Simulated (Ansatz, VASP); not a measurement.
Hf in VASP and in Ansatz

Contents of INCAR:

```
SYSTEM = Hf
PREC     = Accurate       ! precision mode
ENCUT    = 600            ! plane-wave cutoff, eV
EDIFF    = 1E-6           ! SCF threshold, eV
ISMEAR   = -1             ! smearing method
SIGMA    = 0.05           ! smearing width, eV
LREAL    = .FALSE.        ! projectors in reciprocal space
LASPH    = .TRUE.         ! aspherical terms in the spheres
NELM     = 60             ! most SCF steps
ALGO     = Normal         ! electronic algorithm
ISIF     = 3              ! what is computed and relaxed
LWAVE    = .FALSE.        ! write WAVECAR
LCHARG   = .FALSE.        ! write CHGCAR
IBRION   = 2              ! ionic algorithm
NSW      = 60             ! ionic steps
EDIFFG   = -0.01          ! ionic threshold
PSTRESS  = 0
```

File KPOINTS:

```
regular mesh
0
G
  10 10 10
  0 0 0
```

POSCAR

```
Hf
1.0
   -1.8050000000      1.8050000000      1.8050000000
    1.8050000000     -1.8050000000      1.8050000000
    1.8050000000      1.8050000000     -1.8050000000
Hf
1
Direct
    0.0000000000      0.0000000000      0.0000000000
```

File input.yaml:

```yaml
crystal:
  lattice:
    - [-1.805, 1.805, 1.805]
    - [1.805, -1.805, 1.805]
    - [1.805, 1.805, -1.805]
  atoms:
    - { symbol: Hf, position: [0.0, 0.0, 0.0] }
hamiltonian:
  xc: lda
  pseudopotentials: { kind: paw }
kpoints:
  mp_grid: { grid: [10, 10, 10] }
scf:
  occupations: { method: fermi_dirac, width: 0.05 }
output:
  forces: true
  stress: true
  eigenvalues: true
relax:
  f_tol: 0.01
  max_steps: 40
  cell: { stress_tol: 0.05 }
```

This isn't the form of Hf at room conditions, which is hcp.

Alike in both runs: task relaxation of cell and atoms; functional LDA; k mesh 10 × 10 × 10; occupations fermi-dirac, width 0.05 eV; no spin polarisation.

|  | VASP | Ansatz |
| --- | --- | --- |
| version | VASP 6.6.1 | Ansatz 0.2.0 |
| potentials or method | VASP PAW LDA potentials, release 64 (Hf_pv) | Ansatz PAW |
| plane-wave cutoff (eV) | 600 | 420 |
| valence electrons in the cell | 10 | 26 |

|  | VASP | Ansatz | Ansatz less VASP |
| --- | --- | --- | --- |
| gap on the k mesh at the Fermi level, each at its own relaxed structure (eV) | none | none | - |
| relaxed volume (Å³/atom) | 20.43 | 20.42 | -0.007 |
| relaxed cell length with the largest relative difference (Å) | 2.983 | 2.982 | -0.0003 |
| energy change over the relaxation (meV/atom) | -133 | -135 | -1.9 |

A gap of «none» marks a metal or a gap that the smearing closes. The two sets of potentials don't hold the same shells in valence.

Caveats: the plane-wave basis is chosen anew once the cell has moved, so the energies of steps on either side of that aren't comparable (Ansatz); the PAW data sets come from PBE, with cores solved anew for the run's functional, which leaves a small shift of forces and pressure (Ansatz). Spin-orbit coupling is left out, which matters for the levels of Hf. Zero-point motion and thermal expansion aren't in these numbers. LDA usually gives volumes a few per cent too small.
